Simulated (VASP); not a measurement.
# CuO (P-6m2) in VASP: a series of runs

One crystal, CuO, is run at these levels: PBE; tasks: band structure.

All numbers are computed with VASP 6.6.1; they aren't measurements. Logs are shortened: lines on timing, memory, paths and dates and some standing lists are left out, and cuts for length are marked.

### Step 1. Starting point

It takes space group P-6m2 (No. 187, hexagonal). The conventional cell has a = 2.836 Å, b = 2.836 Å, c = 2.768 Å, α = 90.00°, β = 90.00°, γ = 120.00°. Cu (site symmetry -6m2) has 6 O at 2.14 Å as nearest neighbours. O (site symmetry -6m2) has 6 Cu at 2.14 Å as nearest neighbours.

Measurements of this composition are mostly on another form, of space group No. 15.

### Step 2. Band structure, PBE

Contents of INCAR:

```
  PREC = Accurate
  ENCUT = 400
  EDIFF = 1E-6
  ISMEAR = -1
  SIGMA = 0.05
  LREAL = False
  LASPH = True
  NELM = 100
  ALGO = Normal
  ISIF = 2
  LWAVE = False
  LCHARG = False
  LMAXMIX = 4
  GGA = PE
  NBANDS = 16
```

Contents of KPOINTS:

```
regular mesh
0
Gamma
  11 11 10
```

Contents of POSCAR:

```
CuO
1.0
    2.8363251100      0.0000000000      0.0000000000
   -1.4181625500      2.4563296000      0.0000000000
    0.0000000000      0.0000000000      2.7681127800
Cu O
1 1
Direct
    0.0000000000      0.0000000000      0.0000000000
    0.6666666667      0.3333333333      0.5000000000
```

Contents of KPOINTS_OPT:

```
path GMKGALHA,LM,KH
15
line-mode
reciprocal
 0.0000000000  0.0000000000  0.0000000000  G
 0.5000000000  0.0000000000  0.0000000000  M

 0.5000000000  0.0000000000  0.0000000000  M
 0.3333333333  0.3333333333  0.0000000000  K

 0.3333333333  0.3333333333  0.0000000000  K
 0.0000000000  0.0000000000  0.0000000000  G

 0.0000000000  0.0000000000  0.0000000000  G
 0.0000000000  0.0000000000  0.5000000000  A

 0.0000000000  0.0000000000  0.5000000000  A
 0.5000000000  0.0000000000  0.5000000000  L

 0.5000000000  0.0000000000  0.5000000000  L
 0.3333333333  0.3333333333  0.5000000000  H

 0.3333333333  0.3333333333  0.5000000000  H
 0.0000000000  0.0000000000  0.5000000000  A

 0.5000000000  0.0000000000  0.5000000000  L
 0.5000000000  0.0000000000  0.0000000000  M

 0.3333333333  0.3333333333  0.0000000000  K
 0.3333333333  0.3333333333  0.5000000000  H
```

Potentials or basis: VASP PAW PBE potentials, release 64 (Cu, O_s).

Run with:

```console
> cat potpaw_PBE.64/Cu/POTCAR potpaw_PBE.64/O_s/POTCAR > POTCAR
> mpirun -np 1 vasp_std > vasp.out
```

OUTCAR:

```text
PREC = Accurate
   ENCUT = 400
   EDIFF = 1E-6
   ISMEAR = -1
   LREAL = False
   LASPH = True
   NELM = 100
   ISIF = 2
   GGA = PE

 ion  position               nearest neighbor table
   1  0.000  0.000  0.000-   2 2.14   2 2.14   2 2.14   2 2.14   2 2.14   2 2.14
   2  0.667  0.333  0.500-   1 2.14   1 2.14   1 2.14   1 2.14   1 2.14   1 2.14

  LATTYP: Found a hexagonal cell.
 ALAT       =     2.8363251100
 C/A-ratio  =     0.9759504544

  Lattice vectors:

 A1 = (   2.8363251100,   0.0000000000,   0.0000000000)
 A2 = (  -1.4181625500,   2.4563296000,   0.0000000000)
 A3 = (   0.0000000000,   0.0000000000,   2.7681127800)

Analysis of symmetry for initial positions (statically):
=====================================================================
 Subroutine PRICEL returns:
 Original cell was already a primitive cell.

 Routine SETGRP: Setting up the symmetry group for a
 hexagonal supercell.

 Subroutine GETGRP returns: Found 12 space group operations
 (whereof 12 operations were pure point group operations)
 out of a pool of 24 trial point group operations.

The static configuration has the point symmetry D_3h.

Analysis of symmetry for dynamics (positions and initial velocities):
=====================================================================
 Subroutine PRICEL returns:
 Original cell was already a primitive cell.

 Routine SETGRP: Setting up the symmetry group for a
 hexagonal supercell.

 Subroutine GETGRP returns: Found 12 space group operations
 (whereof 12 operations were pure point group operations)
 out of a pool of 24 trial point group operations.

The dynamic configuration has the point symmetry D_3h.

 Subroutine INISYM returns: Found 12 space group operations
 (whereof 12 operations are pure point group operations),
 and found     1 'primitive' translations

----------------------------------------------------------------------------------------

                                     Primitive cell

  volume of cell :      19.2853

  direct lattice vectors                    reciprocal lattice vectors
     2.836325110  0.000000000  0.000000000     0.352568892  0.203555744  0.000000000
    -1.418162550  2.456329600  0.000000000     0.000000000  0.407111489  0.000000000
     0.000000000  0.000000000  2.768112780     0.000000000  0.000000000  0.361256957

  length of vectors
     2.836325110  2.836325109  2.768112780     0.407111488  0.407111489  0.361256957

  position of ions in fractional coordinates (direct lattice)
     0.000000000  0.000000000  0.000000000
     0.666666667  0.333333333  0.500000000
[... 78 lines left out ...]
   LREAL  =      F    real-space projection
   EDIFFG = 0.1E-04   stopping-criterion for IOM
   NSW    =      0    number of steps for IOM
   IBRION =     -1    ionic relax: 0-MD 1-quasi-New 2-CG
   NFREE  =      0    steps in history (QN), initial steepest desc. (CG)
   ISIF   =      2    stress and relaxation
   ISYM   =      2    0-nonsym 1-usesym 2-fastsym
   POTIM  = 0.5000    time-step for ionic-motion
   TEBEG  =    0.0;   TEEND  =   0.0 temperature during run
   PSTRESS=    0.0 pullay stress
   NELECT =      17.0000    total number of electrons
   NUPDOWN=      -1.0000    fix difference up-down
   EMIN   =  10.00;   EMAX   =-10.00  energy-range for DOS
   EFERMI =   0.00;   METHOD = LEGACY
   ISMEAR =    -1;   SIGMA  =   0.05  broadening in eV -4-tet -1-fermi 0-gaus
   EFERMI_NEDOS =   21; number of points for ismear=-14 and -15
   IALGO  =     38    algorithm
   IMIX   =      4    mixing-type and parameters
     AMIX     =   0.40;   BMIX     =  1.00
     AMIX_MAG =   1.60;   BMIX_MAG =  1.00
  volume/ion in A,a.u.               =       9.64        65.07
  Fermi-wavevector in a.u.,A,eV,Ry     =   1.569696  2.966296 33.524031  2.463947
  Thomas-Fermi vector in A             =   2.671540
   LORBIT       =      0    0 simple, 1 ext, 2 COOP (PROOUT), +10 PAW based schemes
   GGA     = PE    functional components
   LHFCALC =     F    Hartree Fock is set to
   AEXX    =    0.0000 exact exchange contribution
   IVDW    =     0    specifies the selected vdW correction
   LEPSILON=     F    determine dielectric tensor
   LRPA    =     F    only Hartree local field effects (RPA)
 non-spin polarized calculation
  energy-cutoff  :      400.00
  volume of cell :       19.29
 maximum number of plane-waves:       363
 NGX is ok and might be reduce to    20
   NGX =  9   NGY =  9   NGZ =  9

 number of electron      17.0000030 magnetization

 Free energy of the ion-electron system (eV)
  ---------------------------------------------------
  ext. energy  EPLUGINS =         0.00000000
  ---------------------------------------------------
  free energy    TOTEN  =        -9.14650022 eV

  energy without entropy =       -9.12278675  energy(sigma->0) =       -9.13464349

 E-fermi :   6.0424     XC(G=0): -12.3529

 val. band max:        6.0381766080   @ k =   0.3636   0.0000   0.3000
 cond. band min:       6.0460824348   @ k =   0.2727   0.0000   0.3000
 fundamental gap:      0.0079058269
 Fermi energy:         6.0423903673

 k-point     1 :       0.0000    0.0000    0.0000
  band No.  band energies     occupation
      1     -13.1676      2.00000
      2       2.4848      2.00000
      3       2.4848      2.00000
      4       2.8457      2.00000
      5       3.4478      2.00000
      6       4.3089      2.00000
[... 433 lines left out ...]
      3       2.1336      2.00000
      4       2.6589      2.00000
      5       3.3157      2.00000
      6       4.1784      2.00000
[... 8 lines left out ...]
     15      29.4170      0.00000
     16      31.5823      0.00000

 [... further k-points ...]

------------------------ aborting loop because EDIFF is reached ----------------------------------------

  FORCE on cell =-STRESS in cart. coord.  units (eV):
  Direction    XX          YY          ZZ          XY          YZ          ZX
  --------------------------------------------------------------------------------------
  -------------------------------------------------------------------------------------
  Total        0.3149116      0.3149116     -0.9254040      0.0000000     -0.0000000      0.0000000
  in kB       26.1621101     26.1621102    -76.8803833      0.0000001     -0.0000000      0.0000000
  external PRESSURE =      -8.1853877 kB  Pullay stress =       0.0000000 kB

 VOLUME and BASIS-vectors are now :
 -----------------------------------------------------------------------------
  energy-cutoff  :      400.00
  volume of cell :       19.29
      direct lattice vectors                 reciprocal lattice vectors
     2.836325110  0.000000000  0.000000000     0.352568892  0.203555744  0.000000000
    -1.418162550  2.456329600  0.000000000     0.000000000  0.407111489  0.000000000
     0.000000000  0.000000000  2.768112780     0.000000000  0.000000000  0.361256957

 POSITION                                       TOTAL-FORCE (eV/Angst)
 -----------------------------------------------------------------------------------
      0.00000      0.00000      0.00000        -0.000000     -0.000000      0.000000
      1.41816      0.81878      1.38406         0.000000      0.000000      0.000000
 -----------------------------------------------------------------------------------
    total drift:                                0.000001     -0.000001      0.000000

  FREE ENERGIE OF THE ION-ELECTRON SYSTEM (eV)
  ---------------------------------------------------
  free  energy   TOTEN  =        -9.1465002186 eV

  energy  without entropy=       -9.1227867539  energy(sigma->0) =       -9.13464349
```

OSZICAR:

```text
N       E                     dE             d eps       ncg     rms          rms(c)
DAV:   1     0.693154677255E+02    0.69315E+02   -0.71006E+03  3408   0.134E+03
DAV:   2    -0.970884202383E+01   -0.79024E+02   -0.72510E+02  3152   0.253E+02
DAV:   3    -0.121600494523E+02   -0.24512E+01   -0.23407E+01  3816   0.488E+01
[... 20 lines left out ...]
DAV:   9     0.221893888776E+04   -0.21503E-06     2144
       N       E                     dE             ncg
DAV:   1     0.327214095226E+05   -0.21491E+05     1376
DAV:   2     0.297658455719E+05   -0.29556E+04     1288
DAV:   3     0.296540860848E+05   -0.11176E+03     1496
DAV:   4     0.296530340932E+05   -0.10520E+01     1488
DAV:   5     0.296530153373E+05   -0.18756E-01     1648
DAV:   6     0.296530148679E+05   -0.46943E-03     1512
DAV:   7     0.296530148497E+05   -0.18213E-04     1632
DAV:   8     0.296530148491E+05   -0.55608E-06     1136
```

Wall time 14 s (1 thread of Intel Xeon 6975P-C (Granite Rapids), shared host); peak memory 0.14 GiB.

Results:

```
Free energy             : -9.1465 eV
Pressure                : -0.8 GPa
Band gap along the path : none (metal or under the smearing width)
```

Levels at the corners of the path, in eV from the Fermi level:
```csv
point,band 5,band 6,band 7,band 8,band 9,band 10,band 11,band 12
Γ,-2.59,-1.73,-1.73,-0.13,-0.13,1.10,15.21,16.71
M,-2.84,-1.85,-1.28,-1.21,0.28,5.99,8.82,15.39
M,-2.84,-1.85,-1.28,-1.21,0.28,5.99,8.82,15.39
K,-2.08,-1.91,-1.65,-1.64,0.55,8.86,9.56,10.34
K,-2.08,-1.91,-1.65,-1.64,0.55,8.86,9.56,10.34
Γ,-2.59,-1.73,-1.73,-0.13,-0.13,1.10,15.21,16.71
Γ,-2.59,-1.73,-1.73,-0.13,-0.13,1.10,15.21,16.71
A,-2.20,-2.20,-1.51,-0.18,-0.18,7.16,7.65,21.07
A,-2.20,-2.20,-1.51,-0.18,-0.18,7.16,7.65,21.07
L,-1.88,-1.41,-1.36,-1.17,0.55,5.14,11.47,11.49
L,-1.88,-1.41,-1.36,-1.17,0.55,5.14,11.47,11.49
H,-2.12,-1.62,-1.49,-0.48,0.50,6.19,7.49,12.68
H,-2.12,-1.62,-1.49,-0.48,0.50,6.19,7.49,12.68
A,-2.20,-2.20,-1.51,-0.18,-0.18,7.16,7.65,21.07
L,-1.88,-1.41,-1.36,-1.17,0.55,5.14,11.47,11.49
M,-2.84,-1.85,-1.28,-1.21,0.28,5.99,8.82,15.39
K,-2.08,-1.91,-1.65,-1.64,0.55,8.86,9.56,10.34
H,-2.12,-1.62,-1.49,-0.48,0.50,6.19,7.49,12.68
```

Caveat: an odd number of electrons without spin polarisation forces a metal; a magnetic or distorted state may lie lower; the run has no spin polarisation, though such a crystal can be magnetic; semilocal functionals often make such compounds metallic where correlation or magnetic order opens a gap, which also shifts bond lengths.

### Step 3. Band structure, PBE

POSCAR is that of step 2.

Contents of INCAR.step1:

```
  PREC = Accurate
  ENCUT = 520
  EDIFF = 1E-6
  ISMEAR = -1
  SIGMA = 0.05
  LREAL = False
  LASPH = True
  NELM = 60
  ALGO = Normal
  ISIF = 2
  LWAVE = False
  LCHARG = True
  LMAXMIX = 4
  GGA = PE
```

Contents of KPOINTS.step1:

```
Automatic mesh
0
Gamma
  11 11 10
```

Contents of INCAR.step2:

```
  PREC = Accurate
  ENCUT = 520
  EDIFF = 1E-6
  ISMEAR = 0
  SIGMA = 0.05
  LREAL = False
  LASPH = True
  NELM = 60
  ALGO = Normal
  ISIF = 2
  LWAVE = False
  LCHARG = False
  LMAXMIX = 4
  GGA = PE
  ICHARG = 11
```

Contents of KPOINTS.step2:

```
path GMKGALHA,LM,KH
20
line-mode
reciprocal
 0.0000000000  0.0000000000  0.0000000000  G
 0.5000000000  0.0000000000  0.0000000000  M

 0.5000000000  0.0000000000  0.0000000000  M
 0.3333333333  0.3333333333  0.0000000000  K

 0.3333333333  0.3333333333  0.0000000000  K
 0.0000000000  0.0000000000  0.0000000000  G

 0.0000000000  0.0000000000  0.0000000000  G
 0.0000000000  0.0000000000  0.5000000000  A

 0.0000000000  0.0000000000  0.5000000000  A
 0.5000000000  0.0000000000  0.5000000000  L

 0.5000000000  0.0000000000  0.5000000000  L
 0.3333333333  0.3333333333  0.5000000000  H

 0.3333333333  0.3333333333  0.5000000000  H
 0.0000000000  0.0000000000  0.5000000000  A

 0.5000000000  0.0000000000  0.5000000000  L
 0.5000000000  0.0000000000  0.0000000000  M

 0.3333333333  0.3333333333  0.0000000000  K
 0.3333333333  0.3333333333  0.5000000000  H
```

Potentials or basis: VASP PAW PBE potentials, release 54 (Cu, O).

Run with:

```console
> cat potpaw_PBE.54/Cu/POTCAR potpaw_PBE.54/O/POTCAR > POTCAR
> cp INCAR.step1 INCAR
> cp KPOINTS.step1 KPOINTS
> mpirun -np 1 vasp_std > vasp.out
> cp INCAR.step2 INCAR
> cp KPOINTS.step2 KPOINTS
> mpirun -np 1 vasp_std > vasp.out
```

Wall time 16 s (1 thread of Intel Xeon 6975P-C (Granite Rapids), shared host); peak memory 0.16 GiB.

Results (log left out):

* Band gap along the path: none (metal or under the smearing width)

Levels at the corners of the path, in eV from the Fermi level:
| point | band 6 | band 7 | band 8 | band 9 | band 10 | band 11 |
| --- | --- | --- | --- | --- | --- | --- |
| Γ | -1.74 | -1.74 | -0.13 | -0.13 | 1.11 | 15.18 |
| M | -1.85 | -1.28 | -1.21 | 0.28 | 5.99 | 8.83 |
| M | -1.85 | -1.28 | -1.21 | 0.28 | 5.99 | 8.83 |
| K | -1.91 | -1.65 | -1.64 | 0.55 | 8.86 | 9.56 |
| K | -1.91 | -1.65 | -1.64 | 0.55 | 8.86 | 9.56 |
| Γ | -1.74 | -1.74 | -0.13 | -0.13 | 1.11 | 15.18 |
| Γ | -1.74 | -1.74 | -0.13 | -0.13 | 1.11 | 15.18 |
| A | -2.20 | -1.51 | -0.18 | -0.18 | 7.16 | 7.65 |
| A | -2.20 | -1.51 | -0.18 | -0.18 | 7.16 | 7.65 |
| L | -1.41 | -1.36 | -1.17 | 0.55 | 5.13 | 11.47 |
| L | -1.41 | -1.36 | -1.17 | 0.55 | 5.13 | 11.47 |
| H | -1.62 | -1.49 | -0.48 | 0.50 | 6.19 | 7.48 |
| H | -1.62 | -1.49 | -0.48 | 0.50 | 6.19 | 7.48 |
| A | -2.20 | -1.51 | -0.18 | -0.18 | 7.16 | 7.65 |
| L | -1.41 | -1.36 | -1.17 | 0.55 | 5.13 | 11.47 |
| M | -1.85 | -1.28 | -1.21 | 0.28 | 5.99 | 8.83 |
| K | -1.91 | -1.65 | -1.64 | 0.55 | 8.86 | 9.56 |
| H | -1.62 | -1.49 | -0.48 | 0.50 | 6.19 | 7.48 |

Caveat: the log is that of the step along the path at fixed density, whose energy, stress, charges and moments have no meaning; an odd number of electrons without spin polarisation forces a metal; a magnetic or distorted state may lie lower; the run has no spin polarisation, though such a crystal can be magnetic; semilocal functionals often make such compounds metallic where correlation or magnetic order opens a gap, which also shifts bond lengths.

### Step 4. Band structure, PBE

POSCAR is that of step 3.

Contents of INCAR.step1:

```
SYSTEM = CuO
PREC = Accurate ; ENCUT = 500
EDIFF = 1E-7 ; ISMEAR = -1
SIGMA = 0.05 ; LREAL = .False.
LASPH = .True. ; NELM = 100
ALGO = Normal ; ISIF = 2
LWAVE = .False. ; LCHARG = .True.
LMAXMIX = 4 ; GGA = PE
NBANDS = 16
```

Contents of KPOINTS.step1:

```
Automatic mesh
0
Gamma
  11 11 10
  0 0 0
```

Contents of INCAR.step2:

```
SYSTEM = CuO
PREC = Accurate ; ENCUT = 500
EDIFF = 1E-7 ; ISMEAR = 0
SIGMA = 0.05 ; LREAL = .False.
LASPH = .True. ; NELM = 100
ALGO = Normal ; ISIF = 2
LWAVE = .False. ; LCHARG = .False.
LMAXMIX = 4 ; GGA = PE
NBANDS = 16 ; ICHARG = 11
```

KPOINTS.step2: that of step 3 with these lines changed.

```diff
@@ -1,3 +1,3 @@
 path GMKGALHA,LM,KH
-20
+10
 line-mode
```

Run with:

```console
> cat potpaw_PBE.54/Cu/POTCAR potpaw_PBE.54/O/POTCAR > POTCAR
> cp INCAR.step1 INCAR
> cp KPOINTS.step1 KPOINTS
> mpirun -np 1 vasp_std > vasp.out
> cp INCAR.step2 INCAR
> cp KPOINTS.step2 KPOINTS
> mpirun -np 1 vasp_std > vasp.out
```

It took 15 s on 1 thread of Intel Xeon 6975P-C (Granite Rapids), shared host; peak memory 0.15 GiB.

The run converged. Its results:

| Quantity | Value |
| --- | --- |
| Band gap along the path | none (metal or under the smearing width) |

Levels at the corners of the path, in eV from the Fermi level:
| point | band 4 | band 5 | band 6 | band 7 | band 8 | band 9 | band 10 | band 11 | band 12 | band 13 |
| --- | --- | --- | --- | --- | --- | --- | --- | --- | --- | --- |
| Γ | -3.20 | -2.59 | -1.74 | -1.74 | -0.13 | -0.13 | 1.11 | 15.18 | 16.69 | 16.69 |
| M | -2.93 | -2.84 | -1.85 | -1.28 | -1.21 | 0.28 | 5.99 | 8.83 | 15.36 | 17.22 |
| M | -2.93 | -2.84 | -1.85 | -1.28 | -1.21 | 0.28 | 5.99 | 8.83 | 15.36 | 17.22 |
| K | -3.91 | -2.08 | -1.91 | -1.65 | -1.64 | 0.55 | 8.86 | 9.57 | 10.33 | 18.69 |
| K | -3.91 | -2.08 | -1.91 | -1.65 | -1.64 | 0.55 | 8.86 | 9.57 | 10.33 | 18.69 |
| Γ | -3.20 | -2.59 | -1.74 | -1.74 | -0.13 | -0.13 | 1.11 | 15.18 | 16.69 | 16.69 |
| Γ | -3.20 | -2.59 | -1.74 | -1.74 | -0.13 | -0.13 | 1.11 | 15.18 | 16.69 | 16.69 |
| A | -3.18 | -2.20 | -2.20 | -1.51 | -0.18 | -0.18 | 7.16 | 7.65 | 21.05 | 21.05 |
| A | -3.18 | -2.20 | -2.20 | -1.51 | -0.18 | -0.18 | 7.16 | 7.65 | 21.05 | 21.05 |
| L | -4.23 | -1.88 | -1.41 | -1.36 | -1.17 | 0.55 | 5.13 | 11.47 | 11.48 | 14.45 |
| L | -4.23 | -1.88 | -1.41 | -1.36 | -1.17 | 0.55 | 5.13 | 11.47 | 11.48 | 14.45 |
| H | -4.18 | -2.13 | -1.62 | -1.49 | -0.48 | 0.50 | 6.19 | 7.48 | 12.67 | 14.87 |
| H | -4.18 | -2.13 | -1.62 | -1.49 | -0.48 | 0.50 | 6.19 | 7.48 | 12.67 | 14.87 |
| A | -3.18 | -2.20 | -2.20 | -1.51 | -0.18 | -0.18 | 7.16 | 7.65 | 21.05 | 21.05 |
| L | -4.23 | -1.88 | -1.41 | -1.36 | -1.17 | 0.55 | 5.13 | 11.47 | 11.48 | 14.45 |
| M | -2.93 | -2.84 | -1.85 | -1.28 | -1.21 | 0.28 | 5.99 | 8.83 | 15.36 | 17.22 |
| K | -3.91 | -2.08 | -1.91 | -1.65 | -1.64 | 0.55 | 8.86 | 9.57 | 10.33 | 18.69 |
| H | -4.18 | -2.13 | -1.62 | -1.49 | -0.48 | 0.50 | 6.19 | 7.48 | 12.67 | 14.87 |

Caveat: the log is that of the step along the path at fixed density, whose energy, stress, charges and moments have no meaning; an odd number of electrons without spin polarisation forces a metal; a magnetic or distorted state may lie lower; the run has no spin polarisation, though such a crystal can be magnetic; semilocal functionals often make such compounds metallic where correlation or magnetic order opens a gap, which also shifts bond lengths.
